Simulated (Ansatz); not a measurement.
# Ga: stress in a strained cell

Aim: deform Ga (x and y strained by +1.5 %, z held) and compute stress, forces and field gradients with LAPW, PAW and all-electron datasets made for the crystal.

Method: DFT PBE, scalar-relativistic, in Ansatz 0.2.0.

1 further run of the same task is left out (set aside as unsound or not needed).

## Step 1: The starting structure

It takes space group Im-3m (No. 229, cubic). Conventional cell: a = 3.376 Å, b = 3.376 Å, c = 3.376 Å, α = 90.00°, β = 90.00°, γ = 90.00°. Ga (site symmetry m-3m) is surrounded by 8 Ga at 2.92 Å.

Coordinates:

```cif
data_structure
_symmetry_space_group_name_H-M 'Im-3m'
_symmetry_Int_Tables_number 229
_cell_length_a 3.3760
_cell_length_b 3.3760
_cell_length_c 3.3760
_cell_angle_alpha 90.000
_cell_angle_beta 90.000
_cell_angle_gamma 90.000
_cell_volume 38.48
loop_
_atom_site_label
_atom_site_type_symbol
_atom_site_symmetry_multiplicity
_atom_site_Wyckoff_symbol
_atom_site_fract_x
_atom_site_fract_y
_atom_site_fract_z
_atom_site_occupancy
Ga1 Ga 2 a 0.00000 0.00000 0.00000 1
```

The file gives the conventional cell by its symmetry; the runs use the cell typed in the input.

## Step 2: After the deformation

Space group Im-3m before, I4/mmm after.

## Step 3: LAPW, all electrons

File input.yaml:

```yaml
crystal:
  lattice:
    - [-1.7132971535, 1.7132971535, 1.6879774911]
    - [1.7132971535, -1.7132971535, 1.6879774911]
    - [1.7132971535, 1.7132971535, -1.6879774911]
  atoms:
    - { symbol: Ga, position: [0.0, 0.0, 0.0] }
kpoints:
  mp_grid: { grid: [17, 17, 17] }
scf:
  occupations: { method: fermi_dirac, width: 0.03 }
hamiltonian:
  xc: pbe
  pseudopotentials: { kind: all_electron, lapw: { basis_error: 0.00025 } }
output:
  forces: true
  stress: true
  eigenvalues: true
```

Launch:

```sh
> ansatz run input.yaml --threads 1 --pin off --max-ram 2048MiB --backend cpu --events-out ev --progress --plain --runs-dir out
```

What it wrote, shortened:

```text
LAPW: plane waves up to 7.876 Å⁻¹, error target 2.5e-4 eV per atom; small_component_spin mean_spin; Ga in spheres of 1.476 Å, 21 of its electrons in bands, Dirac shells []
[...]
Pseudopotentials: kind: all_electron
Pseudopotential: Ga, LAPW, valence charge 21, Koelling and Harmon's equation, gaussian nucleus
Functional definition: PBE
[...]
Crystal: 1 atoms, lattice volume = 19.819 Å³
Basis set: ecut = 236.36517617046286 eV, 169 PW (Γ), exchange–correlation at level 2
Bands: 15, of which v1, the nominal top of the filled ones, is band 11 counted from 1 (10 counted from 0)
Symmetry: 16 space group operations
Space group: I4/mmm (ITA 139), of the structure as read, at distance tolerance 2.7e-5 Å
k-points: 405 of 4913
[...]
SCF iter   1: F=—  HF=-52899.836257 eV  |F-HF|=—  |Δ(HF+E_count)|=         —  Δρ=6.80e-3  dr2=5.67e-3  ethr=2.69e-5  ⟨swp⟩=3.5  Hψ=43251  notcnv=0
[...]
SCF iter   7: F=-52899.808135 eV  HF=-52899.808135 eV  |F-HF|=7.04e-9  |Δ(HF+E_count)|=   6.95e-8  Δρ=8.02e-6  dr2=8.89e-9  ethr=3.12e-9  ⟨swp⟩=2.0  Hψ=17217  notcnv=0
[...]
SCF converged after 7 iterations
Free energy (F): -52899.808135 eV
[...]
E sigma→0 (E₀):  -52899.807387 eV
Entropy (-TS):   -0.001496 eV (-1.496 meV/atom)
Fermi energy:    11.068577 eV
[...]
--- Forces (eV/Å), atoms counted from 1 ---
  atom   1  Ga     0.00000000     0.00000000     0.00000000
[...]
--- Stress (GPa, compression-positive) ---
       -1.121183       0.000000      -0.000000
        0.000000      -1.121183      -0.000000
       -0.000000      -0.000000      -1.580411
  P = ⅓ Tr σ = -1.2743 GPa (-12.743 kbar)
--- Band table (eV; the first three rows and the last of 405) ---
  k-point 0: bands = ["-132.6504", "-83.3806", "-83.3805", "-83.3805", "-3.8372", "-3.8296", "-3.8296", "-3.6699", "-3.6625", "0.3675", "22.9862", "22.9862", "23.1065", "27.2886", "27.6439"]
[...]
```

Run time: 28 s. Hardware: 1 thread of Arm Neoverse V2, shared host.

In short: pressure -1.27 GPa; no gap.

## Step 4: PAW on the default files

input.yaml: that of step 3 with these lines changed.

```diff
@@ -13,3 +13,3 @@
   xc: pbe
-  pseudopotentials: { kind: all_electron, lapw: { basis_error: 0.00025 } }
+  pseudopotentials: { kind: paw }
 output:
@@ -18 +18,2 @@
   eigenvalues: true
+  efg: { contact_densities: true }
```

Launch:

```sh
> ansatz run input.yaml --threads 1 --pin off --max-ram 2048MiB --backend cpu --events-out ev --progress --plain --runs-dir out
```

What it wrote, shortened:

```text
[...]
Pseudopotentials: kind: paw
Pseudopotential: Ga, paw, valence charge 13, recommended cutoff 420 eV (normal)
Functional definition: PBE
[...]
Crystal: 1 atoms, lattice volume = 19.819 Å³
Basis set: ecut = 420 eV, 381 PW (Γ), exchange–correlation on 40×40×40 points (8 copies of the dense FFT grid, shifted against one another)
Bands: 11, of which v1, the nominal top of the filled ones, is band 7 counted from 1 (6 counted from 0)
Symmetry: 16 space group operations
Space group: I4/mmm (ITA 139), of the structure as read, at distance tolerance 2.7e-5 Å
k-points: 405 of 4913
[...]
SCF iter   1: F=—  HF=-3782.981484 eV  |F-HF|=—  |Δ(HF+E_count)|=         —  Δρ=1.28e-3  dr2=1.01e-4  ethr=1.77e-3  ⟨swp⟩=5.6  Hψ=26474  notcnv=0
[...]
SCF iter   6: F=-3782.981301 eV  HF=-3782.981301 eV  |F-HF|=2.96e-10  |Δ(HF+E_count)|=   1.21e-8  Δρ=1.31e-6  dr2=1.29e-10  ethr=3.72e-10  ⟨swp⟩=3.1  Hψ=17455  notcnv=0
[...]
SCF converged after 6 iterations
Free energy (F): -3782.981301 eV
[...]
E sigma→0 (E₀):  -3782.980555 eV
Entropy (-TS):   -0.001493 eV (-1.493 meV/atom)
Fermi energy:    9.112498 eV
[...]
--- Forces (eV/Å), atoms counted from 1 ---
  atom   1  Ga    -0.00000000     0.00000000     0.00000000
[...]
--- Stress (GPa, compression-positive) ---
       -1.138913       0.000000      -0.000000
        0.000000      -1.138913      -0.000000
        0.000000      -0.000000      -1.599416
  P = ⅓ Tr σ = -1.2924 GPa (-12.924 kbar)
--- PAW observables at the nuclei: V_zz in 10²¹ V/m², potentials from the cell's mean, atoms counted from 1 ---
  atom   1  Ga V_zz =    +0.061943   η = 0.0000   by run symmetry: allowed
            electrostatic potential = -4132.366806 V   contact ρ = 187448.636351 e/Å³
--- Band table (eV; the first three rows and the last of 405) ---
  k-point 0: bands = ["-5.7935", "-5.7859", "-5.7859", "-5.6262", "-5.6187", "-1.5884", "21.0230", "21.0230", "21.1431", "25.3400", "25.6956"]
[...]
```

Run time: 5.1 s. Hardware: 1 thread of Arm Neoverse V2, shared host.

Result: pressure -1.29 GPa; no gap; Vzz Ga 0.06 (η = 0.00) (10²¹ V/m²).

## Step 5: Datasets made for this crystal

input.yaml: that of step 4 with these lines changed.

```diff
@@ -13,3 +13,3 @@
   xc: pbe
-  pseudopotentials: { kind: paw }
+  pseudopotentials: { kind: all_electron, datasets: crystal }
 output:
```

Launch:

```sh
> ansatz run input.yaml --threads 1 --pin off --max-ram 2048MiB --backend cpu --events-out ev --progress --plain --runs-dir out
```

What it wrote, shortened:

```text
[...]
Pseudopotentials: kind: all_electron
Pseudopotential: Ga, paw, valence charge 13, recommended cutoff 240 eV (normal), Koelling and Harmon's equation, gaussian nucleus
Functional definition: PBE
[...]
Crystal: 1 atoms, lattice volume = 19.819 Å³
Basis set: ecut = 240 eV, 177 PW (Γ), exchange–correlation on 30×30×30 points (8 copies of the dense FFT grid, shifted against one another)
Bands: 11, of which v1, the nominal top of the filled ones, is band 7 counted from 1 (6 counted from 0)
Symmetry: 16 space group operations
Space group: I4/mmm (ITA 139), of the structure as read, at distance tolerance 2.7e-5 Å
k-points: 405 of 4913
[...]
SCF iter   1: F=—  HF=-52899.813394 eV  |F-HF|=—  |Δ(HF+E_count)|=         —  Δρ=1.45e-2  dr2=5.11e-2  ethr=3.82e-4  ⟨swp⟩=3.6  Hψ=25422  notcnv=0
[...]
In the spheres:  the bands' charges fall short by 4.7e-7 e at most (sound up to 1e-3)
Fermi energy:    11.068550 eV
[...]
  The terms above E_closure are by the made datasets' own strengths, without shells solved beside the bands.
--- Forces (eV/Å), atoms counted from 1 ---
  atom   1  Ga    -0.00000000     0.00000000     0.00000000
[...]
--- Stress (GPa, compression-positive) ---
       -1.120812      -0.000000       0.000000
       -0.000000      -1.120812      -0.000000
        0.000000       0.000000      -1.580218
  P = ⅓ Tr σ = -1.2739 GPa (-12.739 kbar)
--- PAW observables at the nuclei: V_zz in 10²¹ V/m², potentials from the cell's mean, atoms counted from 1 ---
  atom   1  Ga V_zz =    +0.056918   η = 0.0000   by run symmetry: allowed
            electrostatic potential = -4132.350312 V   contact ρ = 187518.373475 e/Å³
--- Band table (eV; the first three rows and the last of 405) ---
  k-point 0: bands = ["-3.8373", "-3.8296", "-3.8296", "-3.6700", "-3.6625", "0.3675", "22.9862", "22.9862", "23.1064"]
[...]
```

It took 19 s on 1 thread of Arm Neoverse V2, shared host.

Read from it: pressure -1.27 GPa; no gap; Vzz Ga 0.06 (η = 0.00) (10²¹ V/m²).

## Step 6: Side by side

Stress (GPa, compression positive):

```csv
method,xx,yy,zz,yz,xz,xy
LAPW,-1.12,-1.12,-1.58,0.00,0.00,0.00
PAW,-1.14,-1.14,-1.60,0.00,0.00,0.00
crystal datasets,-1.12,-1.12,-1.58,0.00,0.00,0.00
```

```
          method  pressure (GPa)  Vzz Ga (10²¹ V/m²)  SCF cycles, all passes   time
            LAPW           -1.27                   –                       7   28 s
             PAW           -1.29                0.06                       6  5.1 s
crystal datasets           -1.27                0.06                       8   19 s
```

## Step 7: Results

```
                                 quantity                                              value
                                 pressure  LAPW -1.27, PAW -1.29, crystal datasets -1.27 GPa
largest shear or deviatoric stress (LAPW)                                           0.31 GPa
```

**Reading.** The largest part of the stress beyond the pressure is 0.31 GPa in size, in the zz component. No run of the undeformed cell stands beside it, so the pressure holds what the given cell had before the change. PAW: stress within 0.02 GPa of LAPW. Crystal datasets: stress within 0.01 GPa of LAPW.
